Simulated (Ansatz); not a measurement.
# Pt: which structure wins, without relativity

Which of fcc, bcc, hcp is lowest for Pt, without relativity? The runs shown use PAW and LAPW.

Program: Ansatz 0.2.0. Level of theory: DFT PBE, with the methods named in each step. These are calculated values, not measurements.

## Step 1: Starting point

The structure is cubic, space group Fm-3m (No. 225). Conventional cell: a = 3.972 Å, b = 3.972 Å, c = 3.972 Å, α = 90.00°, β = 90.00°, γ = 90.00°. Pt (site symmetry m-3m) is surrounded by 12 Pt at 2.81 Å.

Structure file:

```
CELL_PARAMETERS angstrom
0.00000 1.98577 1.98577
1.98577 0.00000 1.98577
1.98577 1.98577 0.00000
ATOMIC_POSITIONS crystal
Pt 0.00000 0.00000 0.00000
```

The PAW steps are scalar-relativistic and only prepare the cells; LAPW drops relativity.

## Step 2: Fcc relaxed, PAW

Contents of input.yaml:

```yaml
crystal:
  lattice:
    - [0.0, 1.9857740511, 1.9857740511]
    - [1.9857740511, 0.0, 1.9857740511]
    - [1.9857740511, 1.9857740511, 0.0]
  atoms:
    - { symbol: Pt, position: [0.0, 0.0, 0.0] }
kpoints:
  mp_grid: { grid: [18, 18, 18] }
scf:
  occupations: { method: fermi_dirac, width: 0.05 }
hamiltonian:
  xc: pbe
  pseudopotentials: { kind: paw }
output:
  forces: true
  stress: true
  write_density: true
  write_potential: true
  elf: true
  volumetric_format: npy
relax:
  f_tol: 0.005
  max_steps: 40
  cell: {}
```

Run with:

```bash
> ansatz run input.yaml --threads 1 --pin off --max-ram 3072MiB --backend cpu --events-out ev --progress --plain --runs-dir out
```

The runs that follow: Fcc relaxed, LAPW; Bcc relaxed, PAW; Bcc relaxed, LAPW; Hcp relaxed, PAW; Hcp relaxed, LAPW.

Before running it: what results should come out? Wanted: lowest (for each run or level that gives them).

As calculated:

| quantity | value |
| --- | --- |
| lowest (LAPW) | fcc, 30.4 meV/atom under hcp |
| lowest (PAW) | fcc, 53.5 meV/atom under hcp |

By LAPW the order is fcc < hcp < bcc. By PAW the order is fcc < hcp < bcc. Only LAPW drops relativity: the PAW files are scalar-relativistic and give the starting cells, so the two sets of rows differ by relativity and by the method's own errors together. Only these structures were tried, with electrons smeared by 0.05 eV and without vibrations, so the true ground state may be another. The k meshes differ between phases and weren't tested, which can move differences by some meV. Spin-orbit coupling is left out, though the cell holds Pt; in elements this heavy it can shift bands and gaps by tenths of an eV.
